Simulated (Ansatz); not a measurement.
**Pb under changes of volume**

One of the cells (30.323 Å³/atom); the others are scaled copies at fixed shape and fractional positions:

```
Pb
1.0
     0.00000    2.47502    2.47502
     2.47502    0.00000    2.47502
     2.47502    2.47502    0.00000
Pb
1
Direct
  0.00000 0.00000 0.00000
```

| Quantity | Value |
| --- | --- |
| Program | Ansatz 0.2.0 |
| Functional | revPBE |
| Potentials or basis | Ansatz PAW |
| Cutoff | 420 eV (not typed: the program's choice for these potentials) |
| k mesh | 9 × 9 × 9 |
| Occupations | fermi-dirac, width 0.05 eV |
| Spin | no spin polarisation |

```tsv
volume (Å³/atom)	energy over the lowest point (meV/atom)	pressure (GPa)
28.503	82.12	7.3
29.110	57.30	5.8
29.716	37.63	4.6
30.323	22.58	3.4
30.929	?	?
31.535	4.26	1.5
32.142	0.00	0.7
```

Q: What does the run at 30.929 Å³/atom give?

A: Energy over the lowest point 11.64 meV/atom; pressure 2.4 GPa.

Worked out: A Birch-Murnaghan fit of order 3 (a polynomial in V^(-2/3)) to the other rows has its minimum at 32.78 Å³/atom, just outside them, with B0 = V·E''(V) = 35 GPa and B' = 5.7. It gives 11.62 meV/atom at 30.929 Å³/atom, against the run's 11.64, and -dE/dV = 2.4 GPa, against 2.4.

Energies are extrapolated to zero smearing.

Caveats: the PAW data sets come from PBE, with cores solved anew for the run's functional, which leaves a small shift of forces and pressure.
